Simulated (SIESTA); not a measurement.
GaAs:

```xyz
2
Lattice="0.0000 2.8268 2.8268 2.8268 0.0000 2.8268 2.8268 2.8268 0.0000" Properties=species:S:1:pos:R:3 pbc="T T T"
As    4.2403    4.2403    4.2403
Ga    0.0000    0.0000    0.0000
```

Base run:

- Program: SIESTA 5.4.2
- Functional: PBEsol
- Potentials or basis: PseudoDojo 0.4 standard (PBEsol files)
- Basis: DZP (energy shift 0.003 Ry; two zetas on semicore shells)
- Grid cutoff: 800 Ry
- Energy shift: 0.003 Ry
- k mesh: 8 × 8 × 8
- Occupations: fermi-dirac, width 0.05 eV
- Spin: no spin polarisation

Its results: band gap on the k mesh 0.59 eV, direct; pressure 0.9 GPa.

The run is repeated on the same cell with these changes: functional from PBEsol to LDA; potentials or basis from PseudoDojo 0.4 standard (PBEsol files) to PseudoDojo 0.4 standard (LDA files). What comes out?

Band gap on the k mesh 0.42 eV, direct; pressure -1.4 GPa.

Caveats: the basis of atomic orbitals isn't converged, which shifts pressures, moduli and gaps.
